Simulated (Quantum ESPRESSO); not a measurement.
Input of a Quantum ESPRESSO 7.5 run:

Contents of pw.in:

```
&CONTROL
  calculation = 'relax'
  prefix = 'pwscf'
  outdir = './tmp'
  pseudo_dir = './pseudo'
  tprnfor = .true.
  disk_io = 'low'
  nstep = 40
  forc_conv_thr = 0.0004
  etot_conv_thr = 1d-05
/
&SYSTEM
  ibrav = 0
  nat = 3
  ntyp = 2
  ecutwfc = 60
  ecutrho = 440
  nbnd = 20
  occupations = 'smearing'
  smearing = 'gaussian'
  degauss = 0.00146997
/
&ELECTRONS
  conv_thr = 6d-10
  electron_maxstep = 120
  mixing_beta = 0.5
/
&IONS
  ion_dynamics = 'bfgs'
/
ATOMIC_SPECIES
S     32.0600 s_pbe_v1.4.uspp.F.UPF
Mo    95.9500 Mo_ONCV_PBE-1.0.oncvpsp.upf
CELL_PARAMETERS angstrom
   3.2874400000    0.0000000000    0.0000000000
  -1.6437200000    2.8470065535    0.0000000000
   0.0000000000    0.0000000000   21.1300000000
ATOMIC_POSITIONS crystal
S      0.6666666667    0.3333333333    0.4259346900
Mo     0.3333333333    0.6666666667    0.5000000000
S      0.6666666667    0.3333333333    0.5740653100
K_POINTS automatic
10 10 1 0 0 0
```

Potentials or basis: SSSP 1.3 efficiency PBE.

The run is started by

```console
$ OMP_NUM_THREADS=1 pw.x -in pw.in > pw.out
```

(1) Predict the energy gained by relaxing.

(2) What does it give for the band gap on the k mesh?

Answers

(1) 6.9 meV/atom.

(2) 1.11 eV, indirect (least direct gap 1.63 eV).
